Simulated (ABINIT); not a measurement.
# HfC (Fm-3m) in ABINIT: single point with PBE

Aim: the single point of HfC with PBE.

Program: ABINIT 10.8.3 (patched build). These are calculated values, not measurements. Logs are shortened: lines on timing, memory, paths and dates and some standing lists are left out, and cuts for length are marked. The log counts tension as positive stress, the text compression.

**1. The crystal as given**

The structure is cubic, space group Fm-3m (No. 225). The conventional cell has a = 4.650 Å, b = 4.650 Å, c = 4.650 Å, α = 90.00°, β = 90.00°, γ = 90.00°. Hf (site symmetry m-3m) has 6 C at 2.33 Å as nearest neighbours. Around C (site symmetry m-3m) lie 6 Hf at 2.33 Å.

**2. Single point, PBE**

run.abi reads:

```
pp_dirpath "./"
pseudos "Hf.upf, C.upf"

acell 3*1.0 Angstrom
rprim
     0.0000000000     2.3250000000     2.3250000000
     2.3250000000     0.0000000000     2.3250000000
     2.3250000000     2.3250000000     0.0000000000
ntypat 2
znucl 72 6
natom 2
typat 1 2
xcart
     4.3936132398     4.3936132398     4.3936132398
     0.0000000000     0.0000000000     0.0000000000

ecut 31.0

kptopt 1
ngkpt 8 8 8
nshiftk 1
shiftk 0.0 0.0 0.0

ixc 11

nband 12
occopt 3
tsmear 0.00183747

nstep 100
tolvrs 1.0e-10

iomode 3
prtwf 0
prteig 0
prtebands 0
enunit 2
prtden 1
prtvha 1
prtvclmb 1
prtpot 1
prtelf 1
```

Potentials or basis: PseudoDojo NC SR PBE v0.4.1 standard.

Launch:

```console
> mpirun --bind-to none -np 4 abinit run.abi > log 2>&1
```

run.abo:

```text
.Version 10.8.3 of ABINIT
 Symmetries : space group Fm -3 m (#225); Bravais cF (face-center cubic)
================================================================================
 Values of the parameters that define the memory need of the present run
     intxc =       0    ionmov =       0      iscf =       7    lmnmax =       8
     lnmax =       8     mgfft =      32  mpssoang =       4    mqgrid =    3001
     natom =       2  nloc_mem =       1    nspden =       1   nspinor =       1
    nsppol =       1      nsym =      48    n1xccc =    2501    ntypat =       2
    occopt =       3   xclevel =       2
       mpw =        1424          nfft =       32768          nkpt =          29
================================================================================
================================================================================

--------------------------------------------------------------------------------
------------- Echo of variables that govern the present computation ------------
--------------------------------------------------------------------------------
 -outvars: echo values of preprocessed input variables --------
            acell      1.8897261259E+00  1.8897261259E+00  1.8897261259E+00 Bohr
              amu      1.78490000E+02  1.20110000E+01
             ecut      3.10000000E+01 Hartree
           enunit           2
              ixc          11
         kptrlatt        8    0    0      0    8    0      0    0    8
          kptrlen      4.97080595E+01
            natom           2
            nband          12
            ngfft          32      32      32
             nkpt          29
            nstep         100
             nsym          48
           ntypat           2
           occopt           3
        prtebands           0
           prteig           0
           prtelf           1
           prtpot           1
         prtvclmb           1
           prtvha           1
            prtwf           0
            rprim      0.0000000000E+00  2.3250000000E+00  2.3250000000E+00
                       2.3250000000E+00  0.0000000000E+00  2.3250000000E+00
                       2.3250000000E+00  2.3250000000E+00  0.0000000000E+00
          spgroup         225
           tolvrs      1.00000000E-10
           tsmear      1.83747000E-03 Hartree
            typat      1  2
           xangst      2.3249999984E+00  2.3249999984E+00  2.3249999984E+00
                      -1.5534495419E-09 -1.5534495419E-09 -1.5534495419E-09
            xcart      4.3936132398E+00  4.3936132398E+00  4.3936132398E+00
                      -2.9355941846E-09 -2.9355941846E-09 -2.9355941846E-09
             xred      4.9999999967E-01  4.9999999967E-01  4.9999999967E-01
                      -3.3407517031E-10 -3.3407517031E-10 -3.3407517031E-10
            znucl       72.00000    6.00000

================================================================================

 chkinp: Checking input parameters for consistency.

================================================================================
== DATASET  1 ==================================================================

--- !DatasetInfo
iteration_state: {dtset: 1, }
dimensions: {natom: 2, nkpt: 29, mband: 12, nsppol: 1, nspinor: 1, nspden: 1, mpw: 1424, }
cutoff_energies: {ecut:  31.0, pawecutdg:  -1.0, }
electrons: {nelect:   1.60000000E+01, charge:   0.00000000E+00, occopt:   3.00000000E+00, tsmear:   1.83747000E-03, }
meta: {optdriver: 0, ionmov: 0, optcell: 0, iscf: 7, paral_kgb: 0, }
...

 Exchange-correlation functional for the present dataset will be:
  GGA: Perdew-Burke-Ernzerhof functional - ixc=11
  J.P.Perdew, K.Burke, M.Ernzerhof, PRL 77, 3865 (1996)

 Real(R)+Recip(G) space primitive vectors, cartesian coordinates (Bohr,Bohr^-1):
 R(1)=  0.0000000  4.3936132  4.3936132  G(1)= -0.1138016  0.1138016  0.1138016
 R(2)=  4.3936132  0.0000000  4.3936132  G(2)=  0.1138016 -0.1138016  0.1138016
 R(3)=  4.3936132  4.3936132  0.0000000  G(3)=  0.1138016  0.1138016 -0.1138016
 Unit cell volume ucvol=  1.6962719E+02 bohr^3
 Angles (23,13,12)=  6.00000000E+01  6.00000000E+01  6.00000000E+01 degrees

 getcut: wavevector=  0.0000  0.0000  0.0000  ngfft=  32  32  32
         ecut(hartree)=     31.000   => boxcut(ratio)=   2.05479

--- Pseudopotential description ------------------------------------------------
- pspini: atom type   1  psp file is ./Hf.upf
12 -101130 3 -1 1656                          pspcod,pspxc,lmax,lloc,mmax
     nproj     2     2     2     2

- pspini: atom type   2  psp file is ./C.upf
12 -101130 1 -1 1248                          pspcod,pspxc,lmax,lloc,mmax
     nproj     2     2     0     0

   4.20124149E+02                                ecore*ucvol(ha*bohr**3)
--------------------------------------------------------------------------------

================================================================================

--- !BeginCycle
iteration_state: {dtset: 1, }
solver: {iscf: 7, nstep: 100, nline: 4, wfoptalg: 0, }
tolerances: {tolvrs: 1.00E-10, }
...

     iter   Etot(hartree)      deltaE(h)  residm     vres2
 ETOT  1  -62.321376188823    -6.232E+01 1.005E-01 5.821E+02
 ETOT  2  -62.298667642090     2.271E-02 1.526E-02 7.432E+02
 ETOT  3  -62.504007550204    -2.053E-01 5.290E-03 3.361E-01
 ETOT  4  -62.504207292457    -1.997E-04 6.640E-03 5.993E-02
 ETOT  5  -62.504215591207    -8.299E-06 6.615E-04 2.721E-02
 ETOT  6  -62.504223648171    -8.057E-06 1.346E-03 1.937E-03
 ETOT  7  -62.504224230921    -5.827E-07 1.298E-04 1.806E-05
 ETOT  8  -62.504224236080    -5.159E-09 2.380E-04 1.937E-07
 ETOT  9  -62.504224236135    -5.482E-11 2.447E-05 4.434E-09
 ETOT 10  -62.504224236136    -1.023E-12 4.360E-05 6.751E-11

 At SCF step   10       vres2   =  6.75E-11 < tolvrs=  1.00E-10 =>converged.

 Compute ELF
--------------------------------------------------------------------------------

 Compute kinetic energy density

 Compute gradient of the electron density
 Electron Localization Function (ELF) [min:0;max:1]
)     Maximum=    8.6579E-01  at reduced coord.    0.3750    0.3750    0.6250
)     Minimum=    1.5281E-06  at reduced coord.    0.0000    0.0000    0.0000
   Integrated=    6.8166E+01

--------------------------------------------------------------------------------
 End of ELF section

 Cartesian components of stress tensor (hartree/bohr^3)
  sigma(1 1)=  2.79363600E-05  sigma(3 2)=  0.00000000E+00
  sigma(2 2)=  2.79363600E-05  sigma(3 1)=  0.00000000E+00
  sigma(3 3)=  2.79363600E-05  sigma(2 1)=  0.00000000E+00

--- !ResultsGS
iteration_state: {dtset: 1, }
comment   : Summary of ground state results
lattice_vectors:
- [  0.0000000,   4.3936132,   4.3936132, ]
- [  4.3936132,   0.0000000,   4.3936132, ]
- [  4.3936132,   4.3936132,   0.0000000, ]
lattice_lengths: [   6.21351,    6.21351,    6.21351, ]
lattice_angles: [ 60.000,  60.000,  60.000, ] # degrees, (23, 13, 12)
lattice_volume:   1.6962719E+02
convergence: {deltae: -1.023E-12, res2:  6.751E-11, residm:  4.360E-05, diffor: null, }
etotal    :  -6.25042242E+01
entropy   :   0.00000000E+00
fermie    :   4.09386060E-01
cartesian_stress_tensor: # hartree/bohr^3
- [  2.79363600E-05,   0.00000000E+00,   0.00000000E+00, ]
- [  0.00000000E+00,   2.79363600E-05,   0.00000000E+00, ]
- [  0.00000000E+00,   0.00000000E+00,   2.79363600E-05, ]
pressure_GPa:  -8.2192E-01
xred      :
- [  5.0000E-01,   5.0000E-01,   5.0000E-01, Hf]
- [ -3.3408E-10,  -3.3408E-10,  -3.3408E-10,  C]
cartesian_forces: # hartree/bohr
- [ -0.00000000E+00,  -0.00000000E+00,  -0.00000000E+00, ]
- [ -0.00000000E+00,  -0.00000000E+00,  -0.00000000E+00, ]
force_length_stats: {min:   0.00000000E+00, max:   0.00000000E+00, mean:   0.00000000E+00, }
...

 Integrated electronic density in atomic spheres:
 ------------------------------------------------
 Atom  Sphere_radius  Integrated_density
    1        2.00000          8.44105176
    2        2.00000          3.90508439
================================================================================

 ----iterations are completed or convergence reached----

 Mean square residual over all n,k,spin=   24.496E-08; max=  43.596E-06
 reduced coordinates (array xred) for    2 atoms
       0.499999999666      0.499999999666      0.499999999666
      -0.000000000334     -0.000000000334     -0.000000000334
 rms dE/dt=  0.0000E+00; max dE/dt=  0.0000E+00; dE/dt below (all hartree)
    1       0.000000000000      0.000000000000      0.000000000000
    2       0.000000000000      0.000000000000      0.000000000000

 cartesian coordinates (angstrom) at end:
    1      2.32499999844655     2.32499999844655     2.32499999844655
    2     -0.00000000155345    -0.00000000155345    -0.00000000155345

 cartesian forces (hartree/bohr) at end:
    1     -0.00000000000000    -0.00000000000000    -0.00000000000000
    2     -0.00000000000000    -0.00000000000000    -0.00000000000000
 frms,max,avg= 0.0000000E+00 0.0000000E+00   0.000E+00  0.000E+00  0.000E+00 h/b

 cartesian forces (eV/Angstrom) at end:
    1     -0.00000000000000    -0.00000000000000    -0.00000000000000
    2     -0.00000000000000    -0.00000000000000    -0.00000000000000
 frms,max,avg= 0.0000000E+00 0.0000000E+00   0.000E+00  0.000E+00  0.000E+00 e/A
 length scales=  1.889726125908  1.889726125908  1.889726125908 bohr
              =  1.000000000000  1.000000000000  1.000000000000 angstroms
 Fermi (or HOMO) energy (hartree) =   0.40939   Average Vxc (hartree)=  -0.46725
 Eigenvalues (hartree) for nkpt=  29  k points:
 kpt#   1, nband= 12, wtk=  0.00195, kpt=  0.0000  0.0000  0.0000 (reduced coord)
  -1.83342   -0.67354   -0.67354   -0.67354   -0.04064    0.44935    0.44935    0.44935
   0.46348    0.46348    0.46348    0.53693
      occupation numbers for kpt#   1
   2.00000    2.00000    2.00000    2.00000    2.00000    0.00000    0.00000    0.00000
   0.00000    0.00000    0.00000    0.00000
 prteigrs : prtvol=0 or 1, do not print more k-points.

 Fermi (or HOMO) energy (eV) =  11.13996   Average Vxc (eV)= -12.71459
 Eigenvalues (   eV  ) for nkpt=  29  k points:
 kpt#   1, nband= 12, wtk=  0.00195, kpt=  0.0000  0.0000  0.0000 (reduced coord)
 -49.88986  -18.32792  -18.32792  -18.32792   -1.10587   12.22737   12.22737   12.22737
  12.61200   12.61200   12.61200   14.61069
 prteigrs : prtvol=0 or 1, do not print more k-points.

--- !EnergyTerms
iteration_state     : {dtset: 1, }
comment             : Components of total free energy in Hartree
kinetic             :  1.85168330032414E+01
hartree             :  6.57224657429366E+00
xc                  : -1.64352316454144E+01
Ewald energy        : -4.76937911062967E+01
psp_core            :  2.47675002590090E+00
local_psp           : -2.84836258266793E+01
non_local_psp       :  2.54268515871244E+00
internal            : -6.25041338162420E+01
'-kT*entropy'       : -9.04198935455934E-05
total_energy        : -6.25042242361356E+01
total_energy_eV     : -1.70082658769489E+03
band_energy         : -5.79873588078451E+00
...

 Cartesian components of stress tensor (hartree/bohr^3)
  sigma(1 1)=  2.79363600E-05  sigma(3 2)=  0.00000000E+00
  sigma(2 2)=  2.79363600E-05  sigma(3 1)=  0.00000000E+00
  sigma(3 3)=  2.79363600E-05  sigma(2 1)=  0.00000000E+00

-Cartesian components of stress tensor (GPa)         [Pressure= -8.2192E-01 GPa]
- sigma(1 1)=  8.21916087E-01  sigma(3 2)=  0.00000000E+00
- sigma(2 2)=  8.21916087E-01  sigma(3 1)=  0.00000000E+00
- sigma(3 3)=  8.21916087E-01  sigma(2 1)=  0.00000000E+00

== END DATASET(S) ==============================================================
================================================================================

 -outvars: echo values of variables after computation  --------
            acell      1.8897261259E+00  1.8897261259E+00  1.8897261259E+00 Bohr
           etotal     -6.2504224236E+01
            fcart     -0.0000000000E+00 -0.0000000000E+00 -0.0000000000E+00
                      -0.0000000000E+00 -0.0000000000E+00 -0.0000000000E+00
            rprim      0.0000000000E+00  2.3250000000E+00  2.3250000000E+00
                       2.3250000000E+00  0.0000000000E+00  2.3250000000E+00
                       2.3250000000E+00  2.3250000000E+00  0.0000000000E+00
           strten      2.7936359988E-05  2.7936359988E-05  2.7936359988E-05
                       0.0000000000E+00  0.0000000000E+00  0.0000000000E+00
           xangst      2.3249999984E+00  2.3249999984E+00  2.3249999984E+00
                      -1.5534495419E-09 -1.5534495419E-09 -1.5534495419E-09
             xred      4.9999999967E-01  4.9999999967E-01  4.9999999967E-01
                      -3.3407517031E-10 -3.3407517031E-10 -3.3407517031E-10
 Calculation completed.
```

Run time: 6.4 s. Hardware: 4 MPI ranks of Arm Neoverse V1, shared host; peak memory 0.24 GiB.

What came out:

```
Free energy                                           : -1700.8266 eV
Band gap on the k mesh                                : none (metal or under the smearing width)
Valence electrons inside the program's atomic spheres : Hf 8.44; C 3.91
```

Levels at points of the mesh, in eV from the Fermi level:
```tsv
k point	band 4	band 5	band 6	band 7	band 8	band 9	band 10	band 11	band 12
(0.00, 0.00, 0.00)	-29.47	-12.25	1.09	1.09	1.09	1.47	1.47	1.47	3.47
(0.50, 0.00, 0.00)	-29.54	-8.50	-6.08	-2.92	-2.92	5.40	5.40	5.85	6.63
(0.50, 0.50, 0.00)	-29.70	-10.36	-2.53	-1.69	-0.02	-0.02	5.39	6.82	6.82
```

Caveat: the cutoff is too short for stress, so the log's stress isn't used. Spin-orbit coupling is left out, which matters for the levels of Hf.
